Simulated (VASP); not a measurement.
Crystal: LuH2.

```
Lu H
1.0
     0.00000    2.51650    2.51650
     2.51650    0.00000    2.51650
     2.51650    2.51650    0.00000
Lu H
1 2
Direct
  0.00000 0.00000 0.00000
  0.25000 0.25000 0.25000
  0.75000 0.75000 0.75000
```

* Program: VASP 6.6.1
* Task: relaxation of cell and atoms
* Functional: PBEsol
* Potentials or basis: VASP PAW PBE potentials, release 64 (Lu, H)
* Cutoff: 600 eV
* k mesh: 14 × 14 × 14
* Occupations: methfessel-paxton, width 0.1 eV
* Spin: no spin polarisation

At the start: pressure -3.7 GPa; volume 10.62 Å³/atom.

**Question.** How do energy, volume and symmetry change on relaxing?

**Answer.** Over 3 steps the energy falls by 5.0 meV/atom and the volume is 10.20 Å³/atom (-4.0 %); space group Fm-3m (No. 225, to 0.05 Å).

Step by step:
```csv
step,energy change (eV),largest force (eV/Å),pressure (GPa),volume (Å³)
1,0.0000,0.0000,-3.67,31.87
2,-0.0147,0.0000,-0.51,30.76
3,-0.0149,0.0000,0.04,30.60
```

Final structure:
```yaml
crystal:
  lattice:
    - [0.00000, 2.48257, 2.48257]
    - [2.48257, 0.00000, 2.48257]
    - [2.48257, 2.48257, 0.00000]
  atoms:
    - { symbol: Lu, position: [0.00000, 0.00000, 0.00000] }
    - { symbol: H, position: [0.25000, 0.25000, 0.25000] }
    - { symbol: H, position: [0.75000, 0.75000, 0.75000] }
```

Caveat: the PAW data sets were made with another functional, which shifts forces and pressure a little.
